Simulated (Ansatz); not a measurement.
Runs of Ansatz 0.2.0 on Ni. Symmetry: Fm-3m, No. 225, cubic system. The conventional cell has a = 3.475 Å, b = 3.475 Å, c = 3.475 Å, α = 90.00°, β = 90.00°, γ = 90.00°. Ni (site symmetry m-3m) has 12 Ni at 2.46 Å as nearest neighbours. 

| task | level | potentials or basis | spin | fixed moment (μB) | cell | k mesh | cutoff (eV) | smearing | optics k mesh | broadening | sphere radius (all atoms) | moments locked | basis error allowed | other keys | gap on the mesh (eV) | pressure (GPa) | moment (μB) |
| --- | --- | --- | --- | --- | --- | --- | --- | --- | --- | --- | --- | --- | --- | --- | --- | --- | --- |
| optical spectrum | B88-PBE | all-electron LAPW, scalar-relativistic | collinear, ferromagnetic start, moments held on the sites | - | cell squeezed | 13 × 13 × 13 | 328 | tetrahedron | 13 × 13 × 13 | 0.15 eV | 1.176 Å | each atom's moment, at its start value | 0.002 eV/atom | hamiltonian.pseudopotentials.lapw.muffin_tin_radii = 1.176 | none | - | 0.93 |
| optical spectrum | revPBE+D3(BJ) | all-electron LAPW, scalar-relativistic | collinear, random start, moments held on the sites | - | volume scaled by 1.15 | 13 × 13 × 13 | 309 | fermi-dirac 0.025 eV | 13 × 13 × 13 | 0.15 eV | - | each atom's moment, at its start value | 0.0005 eV/atom | - | none | - | 0.11 |
| band structure | PBEsol | all-electron LAPW, scalar-relativistic | collinear, random start | - | as given | 13 × 13 × 13 | 344 | tetrahedron | - | - | - | - | 0.0005 eV/atom | - | - | -2.6 | 0.60 |
| elastic constants | PBEsol | all-electron LAPW, scalar-relativistic | collinear, random start | 1.0 | as given | 10 × 10 × 10 | 343 | fermi-dirac 0.05 eV | - | - | - | - | 0.001 eV/atom | - | - | (a) | - |
| single point | PBEsol+D3(BJ)+ATM | all-electron LAPW, non-relativistic | collinear, random start | - | volume scaled by 1.15 | 13 × 13 × 13 | 286 | tetrahedron | - | - | - | - | 0.001 eV/atom | - | none | -22.9 | 0.61 |

Q: Estimate the missing entries.

A: (a) 1.2.

Caveats: local fields are left out (some runs); each atom's moment is held at its typed value, so this isn't a free magnetic state (some runs); spectra need much finer meshes, so this one isn't converged (some runs); independent-particle spectra lack excitons (some runs); the intraband (Drude) part of a metal's response may be missing (some runs); pairwise dispersion overbinds metals, which lowers pressure and volume (some runs); with tetrahedron occupations forces and stress needn't match the slope of the energy (some runs).

A gap of «none» marks a metal or a gap under the smearing width.
